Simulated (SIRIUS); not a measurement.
In under changes of volume

One of the cells (26.666 Å³/atom); the others are scaled copies at fixed shape and fractional positions:

```
In
1.0
    -1.63624    1.63624    2.49008
     1.63624   -1.63624    2.49008
     1.63624    1.63624   -2.49008
In
1
Cartesian
  0.0000 0.0000 0.0000
```

```yaml
Program: SIRIUS 7.12.0
Functional: PBEsol
Potentials_or_basis: PseudoDojo 0.4.1 PBEsol standard (scalar relativistic)
Cutoff: 960 eV
Density_cutoff: 3840 eV
k_mesh: 11 × 11 × 11
Occupations: fermi-dirac, width 0.05 eV
Spin: no spin polarisation
```

```csv
volume (Å³/atom),energy over the lowest point (meV/atom),pressure (GPa)
24.575,?,?
25.098,1.28,0.9
25.621,0.00,-0.1
26.666,5.87,-1.6
27.189,12.36,-2.3
27.712,20.85,-2.9
```

Task: What does the run at 24.575 Å³/atom give?

Result: Energy over the lowest point 5.93 meV/atom; pressure 2.0 GPa.

Worked out: A Birch-Murnaghan fit of order 3 (a polynomial in V^(-2/3)) to the other rows has its minimum at 25.58 Å³/atom with B0 = V·E''(V) = 44 GPa and B' = 5.2 at fixed shape and positions, which overstates the stiffness. It gives 5.89 meV/atom at 24.575 Å³/atom, against the run's 5.93, and -dE/dV = 2.0 GPa, against 2.0.

Energies are extrapolated to zero smearing.
